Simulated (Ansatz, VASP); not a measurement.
# One calculation of CaF3, two programs

INCAR

```
SYSTEM = CaF3
PREC = Accurate
ENCUT = 520
EDIFF = 1E-7
ISMEAR = -1
SIGMA = 0.05
LREAL = .False.
LASPH = .True.
NELM = 60
ALGO = Normal
ISIF = 2
LWAVE = .False.
LCHARG = .False.
GGA = PS
NBANDS = 24
```

The input KPOINTS:

```
regular mesh
0
Gamma
  10 10 10
  0 0 0
```

POSCAR

```
CaF3
1.0
   -1.8994070000      1.8994070000      3.2226830000
    1.8994070000     -1.8994070000      3.2226830000
    1.8994070000      1.8994070000     -3.2226830000
Ca F
1 3
Direct
    0.0000000000      0.0000000000      0.0000000000
    0.5000000000      0.5000000000      0.0000000000
    0.2500000000      0.7500000000      0.5000000000
    0.7500000000      0.2500000000      0.5000000000
```

File input.yaml:

```yaml
crystal:
  lattice:
    - [-1.899407, 1.899407, 3.222683]
    - [1.899407, -1.899407, 3.222683]
    - [1.899407, 1.899407, -3.222683]
  atoms:
    - { symbol: Ca, position: [0.0, 0.0, 0.0] }
    - { symbol: F, position: [0.5, 0.5, 0.0] }
    - { symbol: F, position: [0.25, 0.75, 0.5] }
    - { symbol: F, position: [0.75, 0.25, 0.5] }
hamiltonian:
  xc: pbesol
  pseudopotentials: { kind: paw }
kpoints:
  mp_grid: { grid: [10, 10, 10] }
scf:
  occupations: { method: fermi_dirac, width: 0.05 }
output:
  forces: true
  stress: true
  eigenvalues: true
```

The cell comes from a database or a generator and needn't be the stable form of this composition.

Alike in both runs: task single point; functional PBEsol; k mesh 10 × 10 × 10; occupations fermi-dirac, width 0.05 eV; no spin polarisation.

|  | VASP | Ansatz |
| --- | --- | --- |
| version | VASP 6.6.1 | Ansatz 0.2.0 |
| potentials or method | VASP PAW PBE potentials, release 64 (Ca_sv, F) | Ansatz PAW |
| plane-wave cutoff (eV) | 520 | 420 |
| valence electrons in the cell | 31 | 31 |

|  | VASP | Ansatz | Ansatz less VASP |
| --- | --- | --- | --- |
| gap on the k mesh at the Fermi level (eV) | none | none | - |
| pressure (GPa) | -3.7 | -3.6 | +0.09 |
| largest component of the traceless stress (GPa) | 0.77 | 0.79 | +0.020 |

A gap of «none» marks a metal or a gap that the smearing closes.

Caveats: an odd number of electrons without spin polarisation forces a metal; a magnetic or distorted state may lie lower; the PAW data sets were made with another functional, which shifts forces and pressure a little (VASP); the pressure holds a Pulay correction of +0.9 GPa for the finite cutoff (Ansatz); the PAW data sets come from PBE, with cores solved anew for the run's functional, which leaves a small shift of forces and pressure (Ansatz).
